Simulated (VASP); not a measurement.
# C in VASP: notebook

The runs below take C through single point, with PBE+D3(BJ).

Program: VASP 6.6.1. These are calculated values, not measurements. Logs are shortened: lines on timing, memory, paths and dates and some standing lists are left out, and cuts for length are marked.

### Step 1. The slab as given

The cell holds a slab with vacuum, 19 atoms: a = 7.398 Å, b = 7.398 Å, c = 12.000 Å, α = 90.00°, β = 90.00°, γ = 120.00°.

The cell was built by a generator and needn't be a form met in nature.

### Step 2. Single point, PBE+D3(BJ), collinear spin, typed start

Input file INCAR:

```
ALGO = Normal ; EDIFF = 1E-6
ENCUT = 520 ; GGA = PE
ISIF = 2 ; ISMEAR = 0
ISPIN = 2 ; IVDW = 12
LASPH = True ; LCHARG = False
LORBIT = 11 ; LREAL = Auto
LWAVE = False ; MAGMOM = 0 0 0 0 0 0 0 0 0 0 0 0 0 0 0 0 0 0 1
NBANDS = 57 ; NELM = 150
PREC = Accurate ; SIGMA = 0.05
```

Input file KPOINTS:

```
k-points
0
Gamma
  2 2 1
```

Input file POSCAR:

```
C
1.0
    7.3980000000      0.0000000000      0.0000000000
   -3.6990000000      6.4068560000      0.0000000000
    0.0000000000      0.0000000000     12.0000000000
C
19
Direct
    0.0051819124      0.0055607660      0.0771436175
    0.2250186462      0.1155148904      0.0763303773
    0.0065621265      0.3361899175      0.0836200970
    0.2255730650      0.4488435285      0.0750532283
    0.0064461045      0.6762140816      0.0837682958
    0.2255349199      0.7826868699      0.0752151217
    0.3371802104      0.0046796383      0.0752171631
    0.5562836936      0.1111580782      0.0837037531
    0.3371718823      0.3385359527      0.0750660590
    0.5561761931      0.4511821674      0.0835762493
    0.3376889464      0.6718571464      0.0762550491
    0.5575246984      0.7818064006      0.0770337933
    0.6691402375      0.0044665502      0.0812054896
    0.8936588233      0.1166634401      0.0811827332
    0.6612670005      0.3337800080      0.1095936554
    0.9015103897      0.4535939025      0.1096179662
    0.6690576480      0.6706979174      0.0811183418
    0.8935760346      0.7829076948      0.0812610537
    0.7813277677      0.3936118497      0.2190373556
```

Potentials or basis: VASP PAW PBE potentials, release 64 (C).

Run with:

```bash
$ cat potpaw_PBE.64/C/POTCAR > POTCAR
$ mpirun -np 1 vasp_std > vasp.out
```

OUTCAR:

```text
EDIFF = 1E-6
   ENCUT = 520
   GGA = PE
   ISIF = 2
   ISMEAR = 0
   ISPIN = 2
   IVDW = 12
   LASPH = True
   LORBIT = 11
   LREAL = Auto
   NELM = 150
   PREC = Accurate
 IVDW          = 12

 ion  position               nearest neighbor table
   1  0.005  0.006  0.077-   2 1.41  14 1.43  18 1.43
   2  0.225  0.116  0.076-   1 1.41   7 1.43   9 1.43
   3  0.007  0.336  0.084-  14 1.41   4 1.41  16 1.46
   4  0.226  0.449  0.075-   3 1.41   9 1.42  11 1.43
   5  0.006  0.676  0.084-  18 1.41   6 1.41  16 1.46
   6  0.226  0.783  0.075-   5 1.41   7 1.42  11 1.43
   7  0.337  0.005  0.075-   8 1.41   6 1.42   2 1.43
   8  0.556  0.111  0.084-  13 1.41   7 1.41  15 1.46
   9  0.337  0.339  0.075-  10 1.41   4 1.42   2 1.43
  10  0.556  0.451  0.084-  17 1.41   9 1.41  15 1.46
  11  0.338  0.672  0.076-  12 1.41   6 1.43   4 1.43
  12  0.558  0.782  0.077-  11 1.41  17 1.43  13 1.43
  13  0.669  0.004  0.081-   8 1.41  12 1.43  14 1.44
  14  0.894  0.117  0.081-   3 1.41   1 1.43  13 1.44
  15  0.661  0.334  0.110-  10 1.46   8 1.46  19 1.52  16 1.54
  16  0.902  0.454  0.110-   3 1.46   5 1.46  19 1.52  15 1.54
  17  0.669  0.671  0.081-  10 1.41  12 1.43  18 1.44
  18  0.894  0.783  0.081-   5 1.41   1 1.43  17 1.44
  19  0.781  0.394  0.219-  15 1.52  16 1.52

  LATTYP: Found a hexagonal cell.
 ALAT       =     7.3980000000
 C/A-ratio  =     1.6220600162

  Lattice vectors:

 A1 = (   7.3980000000,   0.0000000000,   0.0000000000)
 A2 = (  -3.6990000000,   6.4068560000,   0.0000000000)
 A3 = (   0.0000000000,   0.0000000000,  12.0000000000)

Analysis of symmetry for initial positions (statically):
=====================================================================
 Subroutine PRICEL returns:
 Original cell was already a primitive cell.

 Routine SETGRP: Setting up the symmetry group for a
 hexagonal supercell.

 Subroutine GETGRP returns: Found  1 space group operations
 (whereof  1 operations were pure point group operations)
 out of a pool of 24 trial point group operations.

The static configuration has the point symmetry C_1 .

Analysis of symmetry for dynamics (positions and initial velocities):
=====================================================================
 Subroutine PRICEL returns:
 Original cell was already a primitive cell.

 Routine SETGRP: Setting up the symmetry group for a
 hexagonal supercell.

 Subroutine GETGRP returns: Found  1 space group operations
 (whereof  1 operations were pure point group operations)
 out of a pool of 24 trial point group operations.

The dynamic configuration has the point symmetry C_1 .

Analysis of structural, dynamic, and magnetic symmetry:
=====================================================================
 Subroutine PRICEL returns:
 Original cell was already a primitive cell.

 Routine SETGRP: Setting up the symmetry group for a
 hexagonal supercell.

 Subroutine GETGRP returns: Found  1 space group operations
 (whereof  1 operations were pure point group operations)
 out of a pool of 24 trial point group operations.

The overall configuration has the point symmetry C_1 .

 Subroutine INISYM returns: Found  1 space group operations
 (whereof  1 operations are pure point group operations),
 and found     1 'primitive' translations

----------------------------------------------------------------------------------------

                                     Primitive cell

  volume of cell :     568.7750

  direct lattice vectors                    reciprocal lattice vectors
     7.398000000  0.000000000  0.000000000     0.135171668  0.078041398  0.000000000
    -3.699000000  6.406856000  0.000000000     0.000000000  0.156082796  0.000000000
     0.000000000  0.000000000 12.000000000     0.000000000  0.000000000  0.083333333

  length of vectors
     7.398000000  7.398000054 12.000000000     0.156082797  0.156082796  0.083333333

  position of ions in fractional coordinates (direct lattice)
     0.005181912  0.005560766  0.077143617
[... 74 lines left out ...]
   number of dos      NEDOS =    301   number of ions     NIONS =     19
   total plane-waves  NPLWV = 282240
   dimension x,y,z NGX =    56 NGY =   56 NGZ =   90
   dimension x,y,z NGXF=   112 NGYF=  112 NGZF=  180
   ions per type =              19
   NGX,Y,Z   is equivalent  to a cutoff of  12.58, 12.58, 12.47 a.u.
   NGXF,Y,Z  is equivalent  to a cutoff of  25.17, 25.17, 24.94 a.u.
 SYSTEM =  unknown system
   PREC   = accura    normal or accurate (medium, high low for compatibility)
   ISTART =      0    job   : 0-new  1-cont  2-samecut
   ICHARG =      2    charge: 1-file 2-atom 10-const
   ISPIN  =      2    spin polarized calculation?
   LNONCOLLINEAR =      F non collinear calculations
   LSORBIT =      F    spin-orbit coupling
   LASPH  =      T    aspherical Exc in radial PAW
   ENCUT  =  520.0 eV  38.22 Ry    6.18 a.u.  13.76 13.76 22.31*2*pi/ulx,y,z
   NELM   =    150;   NELMIN=  2; NELMDL= -5     # of ELM steps
   EDIFF  = 0.1E-05   stopping-criterion for ELM
   LREAL  =      T    real-space projection
   EDIFFG = 0.1E-04   stopping-criterion for IOM
   NSW    =      0    number of steps for IOM
   IBRION =     -1    ionic relax: 0-MD 1-quasi-New 2-CG
   NFREE  =      0    steps in history (QN), initial steepest desc. (CG)
   ISIF   =      2    stress and relaxation
   ISYM   =      2    0-nonsym 1-usesym 2-fastsym
   POTIM  = 0.5000    time-step for ionic-motion
   TEBEG  =    0.0;   TEEND  =   0.0 temperature during run
   PSTRESS=    0.0 pullay stress
   NELECT =      76.0000    total number of electrons
   NUPDOWN=      -1.0000    fix difference up-down
   EMIN   =  10.00;   EMAX   =-10.00  energy-range for DOS
   EFERMI =   0.00;   METHOD = LEGACY
   ISMEAR =     0;   SIGMA  =   0.05  broadening in eV -4-tet -1-fermi 0-gaus
   EFERMI_NEDOS =   21; number of points for ismear=-14 and -15
   IALGO  =     38    algorithm
   IMIX   =      4    mixing-type and parameters
     AMIX     =   0.40;   BMIX     =  1.00
     AMIX_MAG =   1.60;   BMIX_MAG =  1.00
  volume/ion in A,a.u.               =      29.94       202.01
  Fermi-wavevector in a.u.,A,eV,Ry     =   0.836949  1.581605  9.530667  0.700484
  Thomas-Fermi vector in A             =   1.950758
   LORBIT       =     11    0 simple, 1 ext, 2 COOP (PROOUT), +10 PAW based schemes
   GGA     = PE    functional components
   LHFCALC =     F    Hartree Fock is set to
   AEXX    =    0.0000 exact exchange contribution
   IVDW    =    12    specifies the selected vdW correction
   LEPSILON=     F    determine dielectric tensor
   LRPA    =     F    only Hartree local field effects (RPA)
 spin polarized calculation
 Gauss-broadening in eV      SIGMA  =   0.05
  energy-cutoff  :      520.00
  volume of cell :      568.78
 maximum number of plane-waves:     15363
 NGX is ok and might be reduce to    56
   NGX = 27   NGY = 27   NGZ = 45

 number of electron      76.0000000 magnetization       0.5004063

 Free energy of the ion-electron system (eV)
  ---------------------------------------------------
  ext. energy  EPLUGINS =         0.00000000
  ---------------------------------------------------
  free energy    TOTEN  =      -168.69451741 eV

  energy without entropy =     -168.68633946  energy(sigma->0) =     -168.69042843

 E-fermi :  -2.2217     XC(G=0):  -3.8548

 val. band max:       -2.2241118484   @ k =   0.0000   0.5000   0.0000
 cond. band min:      -2.0538202588   @ k =   0.0000   0.0000   0.0000
 fundamental gap:      0.1702915896
 Fermi energy:        -2.2217086972

 spin component 1

 k-point     1 :       0.0000    0.0000    0.0000
  band No.  band energies     occupation
      1     -21.8837      1.00000
      2     -20.1346      1.00000
      3     -19.1439      1.00000
      4     -19.0892      1.00000
      5     -19.0313      1.00000
      6     -18.9673      1.00000
[... 201 lines left out ...]
     49       3.9023      0.00000
     50       4.1515      0.00000
 Fermi energy:        -2.2217086972

 spin component 2

 k-point     1 :       0.0000    0.0000    0.0000
  band No.  band energies     occupation
      1     -21.8426      1.00000
      2     -20.0614      1.00000
      3     -19.1300      1.00000
      4     -19.0742      1.00000
      5     -19.0089      1.00000
      6     -18.9604      1.00000
[... 201 lines left out ...]
     49       3.9222      0.00000
     50       4.1700      0.00000
 [bands above 50 left out]

------------------------ aborting loop because EDIFF is reached ----------------------------------------

 Edisp (eV)   -1.71035

 E8    (eV) :    -0.5323

  FORCE on cell =-STRESS in cart. coord.  units (eV):
  Direction    XX          YY          ZZ          XY          YZ          ZX
  --------------------------------------------------------------------------------------
  -------------------------------------------------------------------------------------
  Total       3.34594     4.54427    -0.04281    -1.08696     0.00722    -0.00060
  in kB       9.42515    12.80073    -0.12059    -3.06185     0.02034    -0.00170
  external pressure =        7.37 kB  Pullay stress =        0.00 kB

 VOLUME and BASIS-vectors are now :
 -----------------------------------------------------------------------------
  energy-cutoff  :      520.00
  volume of cell :      568.78
      direct lattice vectors                 reciprocal lattice vectors
     7.398000000  0.000000000  0.000000000     0.135171668  0.078041398  0.000000000
    -3.699000000  6.406856000  0.000000000     0.000000000  0.156082796  0.000000000
     0.000000000  0.000000000 12.000000000     0.000000000  0.000000000  0.083333333

 POSITION                                       TOTAL-FORCE (eV/Angst)
 -----------------------------------------------------------------------------------
      0.01777      0.03563      0.92572        -0.002418      0.003232     -0.003093
      1.23740      0.74009      0.91596         0.011389      0.003150      0.000417
     -1.19502      2.15392      1.00344        -0.014848      0.003500     -0.008471
      0.00852      2.87568      0.90064        -0.001338      0.006293     -0.003096
     -2.45363      4.33241      1.00522         0.007628      0.000985     -0.006613
     -1.22665      5.01456      0.90258         0.001042      0.009972     -0.004850
[... 11 lines left out ...]
      3.71470      5.01598      0.97513        -0.005406     -0.004785      0.005096
      4.32429      2.52181      2.62845        -0.000578      0.003080      0.083527
 -----------------------------------------------------------------------------------
    total drift:                               -0.001483     -0.009910     -0.018980

  FREE ENERGIE OF THE ION-ELECTRON SYSTEM (eV)
  ---------------------------------------------------
  free  energy   TOTEN  =      -170.4048707552 eV

  energy  without entropy=     -170.3966928059  energy(sigma->0) =     -170.40078178

 total charge

# of ion       s       p       d       tot
------------------------------------------
    1        0.863   1.791   0.000   2.654
    2        0.861   1.798   0.000   2.659
    3        0.865   1.779   0.000   2.645
    4        0.866   1.788   0.000   2.654
    5        0.865   1.778   0.000   2.644
    6        0.866   1.787   0.000   2.653
[... 11 lines left out ...]
   18        0.862   1.784   0.000   2.645
   19        0.986   1.297   0.000   2.283
--------------------------------------------------
tot         16.486  33.476   0.000  49.962

 magnetization (x)

# of ion       s       p       d       tot
------------------------------------------
    1       -0.000  -0.001   0.000  -0.001
    2       -0.000   0.001   0.000   0.001
    3        0.003   0.007   0.000   0.009
    4        0.000   0.006   0.000   0.006
    5        0.002   0.007   0.000   0.009
    6        0.000   0.006   0.000   0.006
[... 11 lines left out ...]
   18        0.000   0.010   0.000   0.010
   19        0.011   0.162   0.000   0.172
--------------------------------------------------
tot          0.022   0.240   0.000   0.262
```

It took 9.1 min on 1 thread of Intel Xeon Platinum 8488C (Sapphire Rapids), shared host; peak memory 0.82 GiB.

What came out:

- Free energy: -170.4049 eV
- Largest force: 0.084 eV/Å
- Band gap on the k mesh: none (metal or under the smearing width)
- Net moment: 0.50 μB per cell
- Site moments: C -0.00, +0.00, +0.01, -0.01, +0.17 μB
- Valence electrons inside the program's atomic spheres: C 2.65, 2.66, 2.64, 2.28
- Dispersion energy per atom: -0.090 eV

Forces in eV/Å, atoms in the order of the input:
```
C   -0.002  0.003 -0.003
C    0.011  0.003  0.000
C   -0.015  0.004 -0.008
C   -0.001  0.006 -0.003
C    0.008  0.001 -0.007
C    0.001  0.010 -0.005
C    0.010 -0.005 -0.006
C   -0.006  0.001 -0.003
C   -0.004 -0.009 -0.011
C    0.022 -0.008 -0.009
C   -0.004  0.000 -0.003
C    0.004  0.003  0.005
C   -0.008  0.000  0.003
C   -0.006 -0.007  0.001
C   -0.016 -0.034 -0.022
C    0.009  0.031 -0.025
C    0.005  0.004  0.005
C   -0.005 -0.005  0.005
C   -0.001  0.003  0.084
```

Levels at points of the mesh, in eV from the Fermi level:
Spin up:
```csv
k point,band 36,band 37,band 38,band 39,band 40,band 41
"(0.00, 0.00, 0.00)",-2.18,-0.19,-0.05,0.17,0.37,1.78
"(0.50, 0.00, 0.00)",-2.27,-1.54,-0.16,0.18,1.26,2.32
"(0.00, 0.50, 0.00)",-2.26,-1.47,-0.75,0.00,1.97,2.43
"(0.50, 0.50, 0.00)",-2.25,-1.47,-0.75,0.00,1.97,2.43
```
Spin down:
```
           k point  band 35  band 36  band 37  band 38  band 39  band 40  band 41  band 42
(0.00, 0.00, 0.00)    -2.12    -2.11    -0.14     0.18     0.21     1.12     1.82     3.89
(0.50, 0.00, 0.00)    -2.41    -2.25    -1.41    -0.11     1.02     1.30     2.34     2.68
(0.00, 0.50, 0.00)    -2.38    -2.23    -1.32    -0.69     0.77     2.02     2.54     2.75
(0.50, 0.50, 0.00)    -2.38    -2.23    -1.32    -0.69     0.77     2.02     2.54     2.75
```

Caveat: the k mesh is coarse (spacing up to 0.49 Å⁻¹), so the values aren't converged.

### Step 3. Single point, PBE+D3(BJ), collinear spin, typed start

Input file INCAR:

```
PREC = Accurate
ENCUT = 520
EDIFF = 1E-7
ISMEAR = 0
SIGMA = 0.05
LREAL = Auto
LASPH = T
NELM = 150
ALGO = Normal
ISIF = 2
LWAVE = F
LCHARG = F
ISPIN = 2
MAGMOM = 0 0 0 0 0 0 0 0 0 0 0 0 0 0 0 0 0 0 1
LORBIT = 11
GGA = PE
IVDW = 12
NBANDS = 57
```

Input file KPOINTS:

```
regular mesh
0
Gamma
  2 2 1
```

Input file POSCAR:

```
C
1.0
    7.3980000272      0.0000000157      0.0000000000
   -3.6990000000      6.4068559686      0.0000000000
    0.0000000000      0.0000000000     12.0000000000
C
19
Direct
    0.0021827661     -0.0021827661      0.0811113950
    0.2240727995      0.1102965157      0.0837418186
    0.0008009276      0.3296603507      0.0818495048
    0.2216312061      0.4443438058      0.0793609167
    0.0001622518      0.6662921490      0.0925529820
    0.2220423520      0.7779576480      0.0915562960
    0.3337078510     -0.0001622518      0.0925529820
    0.5595602195      0.1104506119      0.0935446197
    0.3325829029      0.3341465133      0.0751783611
    0.5512947494      0.4487052506      0.0702733054
    0.3331910010      0.6668089990      0.0839870496
    0.5556561942      0.7783687939      0.0793609167
    0.6703396493     -0.0008009276      0.0818495048
    0.8917204900      0.1082795100      0.0780272654
    0.6624333288      0.3375666712      0.0842661174
    0.8895493881      0.4404397805      0.0935446197
    0.6658534867      0.6674170971      0.0751783611
    0.8897034843      0.7759272005      0.0837418186
    0.6972186817      0.3027813183      0.2058221051
```

Potentials or basis: VASP PAW PBE potentials, release 64 (C).

Run with:

```bash
$ cat potpaw_PBE.64/C/POTCAR > POTCAR
$ mpirun -np 1 vasp_std > vasp.out
```

Wall time 7.5 min (1 thread of Intel Xeon Platinum 8488C (Sapphire Rapids), shared host); peak memory 0.79 GiB.

The run converged. Its results:

```yaml
Free_energy: -170.0150 eV
Largest_force: 0.064 eV/Å
Band_gap_on_the_k_mesh: none (metal or under the smearing width)
Net_moment: -0.50 μB per cell
Site_moments: C +0.00, -0.00, -0.03, -0.02, +0.01, -0.01, -0.14 μB
Valence_electrons_inside_the_program's_atomic_spheres: C 2.65, 2.64, 2.66, 2.61, 2.67, 2.63, 2.69, 2.20
Dispersion_energy_per_atom: -0.089 eV
```

Forces in eV/Å, atoms in the order of the input:
```
C   -0.011  0.006 -0.002
C    0.002 -0.004  0.002
C   -0.011 -0.001 -0.001
C   -0.011  0.005  0.006
C   -0.007  0.006  0.010
C    0.024 -0.014  0.006
C   -0.009  0.003  0.010
C    0.011 -0.024 -0.003
C    0.011 -0.006 -0.009
C    0.000  0.000 -0.019
C   -0.016  0.009 -0.015
C   -0.010  0.007  0.006
C   -0.005  0.010 -0.001
C    0.012 -0.007 -0.018
C   -0.022  0.012 -0.028
C    0.026  0.002 -0.003
C    0.011 -0.007 -0.009
C    0.005  0.000  0.002
C   -0.001  0.001  0.064
```

Levels at points of the mesh, in eV from the Fermi level:
Spin up:
```tsv
k point	band 34	band 35	band 36	band 37	band 38	band 39	band 40	band 41	band 42	band 43
(0.00, 0.00, 0.00)	-3.21	-2.65	-1.26	-1.11	-0.28	0.01	1.18	2.44	3.49	3.67
(0.50, 0.00, 0.00)	-3.07	-2.60	-2.44	-2.25	0.02	0.53	1.40	2.28	2.51	3.32
(0.50, 0.50, 0.00)	-3.19	-2.66	-2.46	-2.14	-0.12	0.69	1.62	2.38	2.53	2.98
```
Spin down:
```
           k point  band 34  band 35  band 36  band 37  band 38  band 39  band 40  band 41  band 42  band 43
(0.00, 0.00, 0.00)    -3.22    -2.77    -1.43    -1.16    -0.36    -0.12     0.84     2.35     3.43     3.66
(0.50, 0.00, 0.00)    -3.15    -2.67    -2.47    -2.36    -0.32     0.39     1.31     2.24     2.44     3.15
(0.50, 0.50, 0.00)    -3.28    -2.72    -2.49    -2.24    -0.45     0.56     1.56     2.33     2.47     2.78
```

Caveat: the k mesh is coarse (spacing up to 0.49 Å⁻¹), so the values aren't converged.
